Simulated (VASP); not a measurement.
The system is MoSe2.

```xyz
6
Lattice="3.2267 0.0000 0.0000 -1.6133 2.7944 0.0000 0.0000 0.0000 12.9623" Properties=species:S:1:pos:R:3 pbc="T T T"
Mo    0.0000    1.8629    3.2406
Mo    1.6133    0.9315    9.7217
Se    0.0000    1.8629    8.0779
Se    1.6133    0.9315    1.5967
Se    0.0000    1.8629   11.3656
Se    1.6133    0.9315    4.8844
```

The cell isn't the ideal one: a relaxed cell with its volume scaled by 0.96.

```yaml
Program: VASP 6.6.1
Task: relaxation of shape and atoms at fixed volume
Functional: PBEsol
Potentials_or_basis: VASP PAW PBE potentials, release 64 (Mo_sv, Se)
Cutoff: 600 eV
k_mesh: 9 × 9 × 2
Occupations: gaussian, width 0.03 eV
Spin: no spin polarisation
```

At the start: pressure 5.9 GPa; volume 19.48 Å³/atom.

How do energy, volume and symmetry change on relaxing?

Over 7 steps the energy falls by 11.3 meV/atom; space group P6_3/mmc (No. 194, to 0.05 Å).

Step by step:
| step | energy change (eV) | largest force (eV/Å) | pressure (GPa) |
| --- | --- | --- | --- |
| 1 | 0.0000 | 0.6825 | 5.89 |
| 2 | -0.0425 | 0.0170 | 2.79 |
| 3 | -0.0427 | 0.0575 | 2.98 |
| 4 | -0.0607 | 0.0387 | 2.26 |
| 5 | -0.0679 | 0.0152 | 1.50 |
| 6 | -0.0680 | 0.0142 | 1.47 |
| 7 | -0.0680 | 0.0090 | 1.37 |

Final structure:
```
Mo Se
1.0
     3.25606    0.00000    0.00000
    -1.62803    2.81983    0.00000
     0.00000    0.00000   12.72934
Mo Se
2 4
Direct
  0.33333 0.66667 0.25000
  0.66667 0.33333 0.75000
  0.33333 0.66667 0.61887
  0.66667 0.33333 0.11887
  0.33333 0.66667 0.88113
  0.66667 0.33333 0.38113
```

Caveat: the PAW data sets were made with another functional, which shifts forces and pressure a little; this functional lacks dispersion, which binds the layers, so the pressure and a relaxed spacing across them are unreliable.
